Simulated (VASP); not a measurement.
# NbP (I4_1md) in VASP: a series of runs, part 2 of 2

VASP 6.6.1. The steps go on from the part before.

### 3 Electric field gradients, LDA

INCAR reads:

```
SYSTEM = NbP
ALGO = Fast
EDIFF = 1E-7
ENCUT = 520
ISIF = 2
ISMEAR = -1
LASPH = .True.
LCHARG = .False.
LEFG = .True.
LREAL = .False.
LWAVE = .False.
NELM = 80
PREC = Accurate
SIGMA = 0.02
```

KPOINTS reads:

```
k-points
0
Gamma
  9 9 9
  0 0 0
```

POSCAR reads:

```
NbP
1.0
   -1.6749232544      1.6749232544      5.7401081759
    1.6749232544     -1.6749232544      5.7401081759
    1.6749232544      1.6749232544     -5.7401081759
Nb P
2 2
Direct
    0.7498808000      0.7498808000      0.0000000000
    0.4998808000      0.9998808000      0.5000000000
    0.3327477700      0.3327477700      0.0000000000
    0.0827477800      0.5827477800      0.5000000000
```

Potentials or basis: VASP PAW LDA potentials, release 64 (Nb_sv, P).

Started as:

```
$ cat potpaw_LDA.64/Nb_sv/POTCAR potpaw_LDA.64/P/POTCAR > POTCAR
$ mpirun -np 1 vasp_std > vasp.out
```

OUTCAR:

```text
SYSTEM = NbP
   EDIFF = 1E-7
   ENCUT = 520
   ISIF = 2
   ISMEAR = -1
   LASPH = .True.
   LREAL = .False.
   NELM = 80
   PREC = Accurate

 ion  position               nearest neighbor table
   1  0.750  0.750  0.000-   4 2.55   4 2.55   3 2.55   3 2.55   3 2.55   3 2.55
   2  0.500  1.000  0.500-   3 2.55   3 2.55   4 2.55   4 2.55   4 2.55   4 2.55
   3  0.333  0.333  0.000-   2 2.55   2 2.55   1 2.55   1 2.55   1 2.55   1 2.55
   4  0.083  0.583  0.500-   1 2.55   1 2.55   2 2.55   2 2.55   2 2.55   2 2.55

  LATTYP: Found a body centered tetragonal cell.
 ALAT       =     3.3498465088
 C/A-ratio  =     3.4270872775

  Lattice vectors:

 A1 = (  -1.6749232544,   1.6749232544,   5.7401081759)
 A2 = (   1.6749232544,  -1.6749232544,   5.7401081759)
 A3 = (   1.6749232544,   1.6749232544,  -5.7401081759)

Analysis of symmetry for initial positions (statically):
=====================================================================
 Subroutine PRICEL returns:
 Original cell was already a primitive cell.

 Routine SETGRP: Setting up the symmetry group for a
 body centered tetragonal supercell.

 Subroutine GETGRP returns: Found  8 space group operations
 (whereof  4 operations were pure point group operations)
 out of a pool of 16 trial point group operations.

The static configuration has the point symmetry C_2v.
 The point group associated with its full space group is C_4v.

Analysis of symmetry for dynamics (positions and initial velocities):
=====================================================================
 Subroutine PRICEL returns:
 Original cell was already a primitive cell.

 Routine SETGRP: Setting up the symmetry group for a
 body centered tetragonal supercell.

 Subroutine GETGRP returns: Found  8 space group operations
 (whereof  4 operations were pure point group operations)
 out of a pool of 16 trial point group operations.

The dynamic configuration has the point symmetry C_2v.
 The point group associated with its full space group is C_4v.

 Subroutine INISYM returns: Found  8 space group operations
 (whereof  4 operations are pure point group operations),
 and found     1 'primitive' translations

----------------------------------------------------------------------------------------

                                     Primitive cell

  volume of cell :      64.4125

  direct lattice vectors                    reciprocal lattice vectors
    -1.674923254  1.674923254  5.740108176     0.000000000  0.298521140  0.087106372
     1.674923254 -1.674923254  5.740108176     0.298521140  0.000000000  0.087106372
     1.674923254  1.674923254 -5.740108176     0.298521140  0.298521140  0.000000000

  length of vectors
     6.209635874  6.209635874  6.209635874     0.310970081  0.310970081  0.422172645

  position of ions in fractional coordinates (direct lattice)
     0.749880800  0.749880800  0.000000000
     0.499880800  0.999880800  0.500000000
     0.332747770  0.332747770  0.000000000
     0.082747780  0.582747780  0.500000000

  ion indices of the primitive-cell ions
   primitive index   ion index
                 1           1
                 2           2
[... 92 lines left out ...]
   IMIX   =      4    mixing-type and parameters
     AMIX     =   0.40;   BMIX     =  1.00
     AMIX_MAG =   1.60;   BMIX_MAG =  1.00
  volume/ion in A,a.u.               =      16.10       108.67
  Fermi-wavevector in a.u.,A,eV,Ry     =   1.348504  2.548304 24.741706  1.818464
  Thomas-Fermi vector in A             =   2.476168
   LORBIT       =      0    0 simple, 1 ext, 2 COOP (PROOUT), +10 PAW based schemes
   GGA     = CA    functional components
   LHFCALC =     F    Hartree Fock is set to
   AEXX    =    0.0000 exact exchange contribution
   IVDW    =     0    specifies the selected vdW correction
   LEPSILON=     F    determine dielectric tensor
   LRPA    =     F    only Hartree local field effects (RPA)
 non-spin polarized calculation
 RMM-DIIS sequential band-by-band and
  energy-cutoff  :      520.00
  volume of cell :       64.41
 maximum number of plane-waves:      1751
 NGX is ok and might be reduce to    48
   NGX = 23   NGY = 23   NGZ = 23

 number of electron      35.9999999 magnetization

 Free energy of the ion-electron system (eV)
  ---------------------------------------------------
  ext. energy  EPLUGINS =         0.00000000
  ---------------------------------------------------
  free energy    TOTEN  =       -38.93066143 eV

  energy without entropy =      -38.92948723  energy(sigma->0) =      -38.93007433

 E-fermi :  10.4410     XC(G=0): -12.1520

 val. band max:       10.4404434850   @ k =  -0.1111   0.4444   0.1111
 cond. band min:      10.4731197393   @ k =  -0.1111  -0.4444   0.1111
 fundamental gap:      0.0326762542
 Fermi energy:        10.4410269990

 k-point     1 :       0.0000    0.0000    0.0000
  band No.  band energies     occupation
      1     -44.2066      2.00000
      2     -44.1687      2.00000
      3     -20.6398      2.00000
      4     -20.4415      2.00000
      5     -20.4415      2.00000
      6     -20.2937      2.00000
[... 589 lines left out ...]
     21      13.5282      0.00000
     22      14.2434      0.00000

 [... further k-points ...]

------------------------ aborting loop because EDIFF is reached ----------------------------------------

  FORCE on cell =-STRESS in cart. coord.  units (eV):
  Direction    XX          YY          ZZ          XY          YZ          ZX
  --------------------------------------------------------------------------------------
  -------------------------------------------------------------------------------------
  Total       -3.8491133     -3.8491133     -3.7073435      0.0000000      0.0000000      0.0000000
  in kB      -95.7417559    -95.7417559    -92.2154131      0.0000000      0.0000000      0.0000000
  external PRESSURE =     -94.5663083 kB  Pullay stress =       0.0000000 kB

 VOLUME and BASIS-vectors are now :
 -----------------------------------------------------------------------------
  energy-cutoff  :      520.00
  volume of cell :       64.41
      direct lattice vectors                 reciprocal lattice vectors
    -1.674923254  1.674923254  5.740108176     0.000000000  0.298521140  0.087106372
     1.674923254 -1.674923254  5.740108176     0.298521140  0.000000000  0.087106372
     1.674923254  1.674923254 -5.740108176     0.298521140  0.298521140  0.000000000

 POSITION                                       TOTAL-FORCE (eV/Angst)
 -----------------------------------------------------------------------------------
      0.00000      0.00000      8.60879        -0.000000      0.000000      0.008265
      1.67492      0.00000      5.73874         0.000000     -0.000000      0.008265
      0.00000      0.00000      3.82002         0.000000      0.000000     -0.008265
      1.67492      0.00000      0.94996         0.000000      0.000000     -0.008265
 -----------------------------------------------------------------------------------
    total drift:                               -0.000000     -0.000000     -0.000273

  FREE ENERGIE OF THE ION-ELECTRON SYSTEM (eV)
  ---------------------------------------------------
  free  energy   TOTEN  =       -38.9306614255 eV

  energy  without entropy=      -38.9294872304  energy(sigma->0) =      -38.93007433

 Electric field gradients (V/A^2)
---------------------------------------------------------------------
 ion       V_xx      V_yy      V_zz      V_xy      V_xz      V_yz
---------------------------------------------------------------------
   1     -19.145     9.243     9.902    -0.001    -0.000    -0.000
   2       9.243   -19.145     9.902    -0.001    -0.000    -0.000
   3     -10.106    -2.362    12.468     0.000     0.000     0.000
   4      -2.362   -10.106    12.468     0.000     0.000     0.000
---------------------------------------------------------------------

 Electric field gradients after diagonalization (V/A^2)
 (convention: |V_zz| > |V_xx| > |V_yy|)
----------------------------------------------------------------------
 ion       V_xx      V_yy      V_zz     asymmetry (V_yy - V_xx)/ V_zz
----------------------------------------------------------------------
   1       9.902     9.243   -19.145       0.034
   2       9.902     9.243   -19.145       0.034
   3     -10.106    -2.362    12.468       0.621
   4     -10.106    -2.362    12.468       0.621
----------------------------------------------------------------------

           NMR quadrupolar parameters

 Cq : quadrupolar parameter    Cq=e*Q*V_zz/h
 eta: asymmetry parameters     (V_yy - V_xx)/ V_zz
 Q  : nuclear electric quadrupole moment in mb (millibarn)
----------------------------------------------------------------------
 ion       Cq(MHz)       eta       Q (mb)
----------------------------------------------------------------------
   1      -0.046       0.034       1.000
   2      -0.046       0.034       1.000
   3       0.030       0.621       1.000
   4       0.030       0.621       1.000
----------------------------------------------------------------------
```

Wall time 12 min (1 thread of Intel Xeon Platinum 8375C at 2.90GHz (Ice Lake), shared host); peak memory 0.31 GiB.

What came out:

| Property | Result |
| --- | --- |
| Free energy | -38.9307 eV |
| Pressure | -9.5 GPa |
| Largest force | 0.008 eV/Å |
| Band gap on the k mesh | none (metal or under the smearing width) |

Forces on the atoms (eV/Å):
```
Nb   0.000  0.000  0.008
Nb   0.000  0.000  0.008
P    0.000  0.000 -0.008
P    0.000  0.000 -0.008
```

Levels at points of the mesh, in eV from the Fermi level:
```csv
k point,band 15,band 16,band 17,band 18,band 19,band 20,band 21,band 22
"(0.00, 0.00, 0.00)",-2.16,-1.75,-1.37,-1.37,0.79,1.56,3.05,3.33
```

Electric field gradients, principal values (V/Å²):
```
atom     Vxx      Vyy      Vzz
1 Nb   9.243    9.902  -19.145
2 Nb   9.243    9.902  -19.145
 3 P  -2.362  -10.106   12.468
 4 P  -2.362  -10.106   12.468
```

### 4 Electric field gradients, PBEsol

Edit INCAR of step 3 so:

```diff
@@ -3,3 +3,4 @@
 EDIFF = 1E-7
-ENCUT = 520
+ENCUT = 200
+GGA = PS
 ISIF = 2
```

KPOINTS is that of step 3.

POSCAR is that of step 3.

Potentials or basis: VASP PAW PBE potentials, release 64 (Nb_sv, P).

Started as:

```
$ cat potpaw_PBE.64/Nb_sv/POTCAR potpaw_PBE.64/P/POTCAR > POTCAR
$ mpirun -np 1 vasp_std > vasp.out
```

OUTCAR:

```text
SYSTEM = NbP
   EDIFF = 1E-7
   ENCUT = 200
   GGA = PS
   ISIF = 2
   ISMEAR = -1
   LASPH = .True.
   LREAL = .False.
   NELM = 80
   PREC = Accurate

 ion  position               nearest neighbor table
   1  0.750  0.750  0.000-   4 2.55   4 2.55   3 2.55   3 2.55   3 2.55   3 2.55
   2  0.500  1.000  0.500-   3 2.55   3 2.55   4 2.55   4 2.55   4 2.55   4 2.55
   3  0.333  0.333  0.000-   2 2.55   2 2.55   1 2.55   1 2.55   1 2.55   1 2.55
   4  0.083  0.583  0.500-   1 2.55   1 2.55   2 2.55   2 2.55   2 2.55   2 2.55

  LATTYP: Found a body centered tetragonal cell.
 ALAT       =     3.3498465088
 C/A-ratio  =     3.4270872775

  Lattice vectors:

 A1 = (  -1.6749232544,   1.6749232544,   5.7401081759)
 A2 = (   1.6749232544,  -1.6749232544,   5.7401081759)
 A3 = (   1.6749232544,   1.6749232544,  -5.7401081759)

Analysis of symmetry for initial positions (statically):
=====================================================================
 Subroutine PRICEL returns:
 Original cell was already a primitive cell.

 Routine SETGRP: Setting up the symmetry group for a
 body centered tetragonal supercell.

 Subroutine GETGRP returns: Found  8 space group operations
 (whereof  4 operations were pure point group operations)
 out of a pool of 16 trial point group operations.

The static configuration has the point symmetry C_2v.
 The point group associated with its full space group is C_4v.

Analysis of symmetry for dynamics (positions and initial velocities):
=====================================================================
 Subroutine PRICEL returns:
 Original cell was already a primitive cell.

 Routine SETGRP: Setting up the symmetry group for a
 body centered tetragonal supercell.

 Subroutine GETGRP returns: Found  8 space group operations
 (whereof  4 operations were pure point group operations)
 out of a pool of 16 trial point group operations.

The dynamic configuration has the point symmetry C_2v.
 The point group associated with its full space group is C_4v.

 Subroutine INISYM returns: Found  8 space group operations
 (whereof  4 operations are pure point group operations),
 and found     1 'primitive' translations

----------------------------------------------------------------------------------------

                                     Primitive cell

  volume of cell :      64.4125

  direct lattice vectors                    reciprocal lattice vectors
    -1.674923254  1.674923254  5.740108176     0.000000000  0.298521140  0.087106372
     1.674923254 -1.674923254  5.740108176     0.298521140  0.000000000  0.087106372
     1.674923254  1.674923254 -5.740108176     0.298521140  0.298521140  0.000000000

  length of vectors
     6.209635874  6.209635874  6.209635874     0.310970081  0.310970081  0.422172645

  position of ions in fractional coordinates (direct lattice)
     0.749880800  0.749880800  0.000000000
     0.499880800  0.999880800  0.500000000
     0.332747770  0.332747770  0.000000000
     0.082747780  0.582747780  0.500000000

[... 93 lines left out ...]
   ISMEAR =    -1;   SIGMA  =   0.02  broadening in eV -4-tet -1-fermi 0-gaus
   EFERMI_NEDOS =   21; number of points for ismear=-14 and -15
   IALGO  =     68    algorithm
   IMIX   =      4    mixing-type and parameters
     AMIX     =   0.40;   BMIX     =  1.00
     AMIX_MAG =   1.60;   BMIX_MAG =  1.00
  volume/ion in A,a.u.               =      16.10       108.67
  Fermi-wavevector in a.u.,A,eV,Ry     =   1.348504  2.548304 24.741706  1.818464
  Thomas-Fermi vector in A             =   2.476168
   LORBIT       =      0    0 simple, 1 ext, 2 COOP (PROOUT), +10 PAW based schemes
   GGA     = PS    functional components
   LHFCALC =     F    Hartree Fock is set to
   AEXX    =    0.0000 exact exchange contribution
   IVDW    =     0    specifies the selected vdW correction
   LEPSILON=     F    determine dielectric tensor
   LRPA    =     F    only Hartree local field effects (RPA)
 non-spin polarized calculation
 RMM-DIIS sequential band-by-band and
  energy-cutoff  :      200.00
  volume of cell :       64.41
 maximum number of plane-waves:       428
 NGX is ok and might be reduce to    30
   NGX = 15   NGY = 15   NGZ = 15

 number of electron      36.0000013 magnetization

 Free energy of the ion-electron system (eV)
  ---------------------------------------------------
  ext. energy  EPLUGINS =         0.00000000
  ---------------------------------------------------
  free energy    TOTEN  =       -36.95379623 eV

  energy without entropy =      -36.95260799  energy(sigma->0) =      -36.95320211

 E-fermi :  10.7171     XC(G=0): -12.1031

 val. band max:       10.7114575961   @ k =  -0.1111  -0.4444   0.1111
 cond. band min:      10.7197614492   @ k =  -0.1111   0.4444   0.1111
 fundamental gap:      0.0083038531
 Fermi energy:        10.7170583219

 k-point     1 :       0.0000    0.0000    0.0000
  band No.  band energies     occupation
      1     -44.9091      2.00000
      2     -44.8737      2.00000
      3     -21.0432      2.00000
      4     -20.8860      2.00000
      5     -20.8860      2.00000
      6     -20.7425      2.00000
[... 589 lines left out ...]
     21      13.8516      0.00000
     22      13.9156      0.00000

 [... further k-points ...]

------------------------ aborting loop because EDIFF is reached ----------------------------------------

  FORCE on cell =-STRESS in cart. coord.  units (eV):
  Direction    XX          YY          ZZ          XY          YZ          ZX
  --------------------------------------------------------------------------------------
  -------------------------------------------------------------------------------------
  Total      -21.9364778    -21.9364778    -22.3188179      0.0000000      0.0000000      0.0000000
  in kB     -545.6417425   -545.6417425   -555.1519618      0.0000000      0.0000000      0.0000000
  external PRESSURE =    -548.8118156 kB  Pullay stress =       0.0000000 kB

 VOLUME and BASIS-vectors are now :
 -----------------------------------------------------------------------------
  energy-cutoff  :      200.00
  volume of cell :       64.41
      direct lattice vectors                 reciprocal lattice vectors
    -1.674923254  1.674923254  5.740108176     0.000000000  0.298521140  0.087106372
     1.674923254 -1.674923254  5.740108176     0.298521140  0.000000000  0.087106372
     1.674923254  1.674923254 -5.740108176     0.298521140  0.298521140  0.000000000

 POSITION                                       TOTAL-FORCE (eV/Angst)
 -----------------------------------------------------------------------------------
      0.00000      0.00000      8.60879        -0.000000      0.000000      0.026398
      1.67492      0.00000      5.73874         0.000000     -0.000000      0.026398
      0.00000      0.00000      3.82002        -0.000000      0.000000     -0.026398
      1.67492      0.00000      0.94996         0.000000     -0.000000     -0.026398
 -----------------------------------------------------------------------------------
    total drift:                               -0.000001     -0.000001      0.000030

  FREE ENERGIE OF THE ION-ELECTRON SYSTEM (eV)
  ---------------------------------------------------
  free  energy   TOTEN  =       -36.9537962259 eV

  energy  without entropy=      -36.9526079866  energy(sigma->0) =      -36.95320211

 Electric field gradients (V/A^2)
---------------------------------------------------------------------
 ion       V_xx      V_yy      V_zz      V_xy      V_xz      V_yz
---------------------------------------------------------------------
   1     -18.354     9.511     8.843    -0.001    -0.000    -0.000
   2       9.511   -18.354     8.843    -0.001    -0.000    -0.000
   3      -9.046    -2.193    11.239    -0.001     0.000     0.000
   4      -2.193    -9.046    11.239    -0.001     0.000     0.000
---------------------------------------------------------------------

 Electric field gradients after diagonalization (V/A^2)
 (convention: |V_zz| > |V_xx| > |V_yy|)
----------------------------------------------------------------------
 ion       V_xx      V_yy      V_zz     asymmetry (V_yy - V_xx)/ V_zz
----------------------------------------------------------------------
   1       9.511     8.843   -18.354       0.036
   2       9.511     8.843   -18.354       0.036
   3      -9.046    -2.193    11.239       0.610
   4      -9.046    -2.193    11.239       0.610
----------------------------------------------------------------------

           NMR quadrupolar parameters

 Cq : quadrupolar parameter    Cq=e*Q*V_zz/h
 eta: asymmetry parameters     (V_yy - V_xx)/ V_zz
 Q  : nuclear electric quadrupole moment in mb (millibarn)
----------------------------------------------------------------------
 ion       Cq(MHz)       eta       Q (mb)
----------------------------------------------------------------------
   1      -0.044       0.036       1.000
   2      -0.044       0.036       1.000
   3       0.027       0.610       1.000
   4       0.027       0.610       1.000
----------------------------------------------------------------------
```

It took 2.2 min on 1 thread of Intel Xeon Platinum 8375C at 2.90GHz (Ice Lake), shared host; peak memory 0.17 GiB.

The run converged, but a check on its numbers failed (symmetry, net force, bounds or a known fault of this set-up), so they aren't taken as properties of the crystal.

Caveat: the cutoff lies under the usual one of these potentials, so the numbers hold a large basis-set error; a pressure of tens of GPa on the cell as given is suspect, and the run, the potentials or the cell itself is likely at fault; the PAW data sets were made with another functional, which shifts forces and pressure a little.
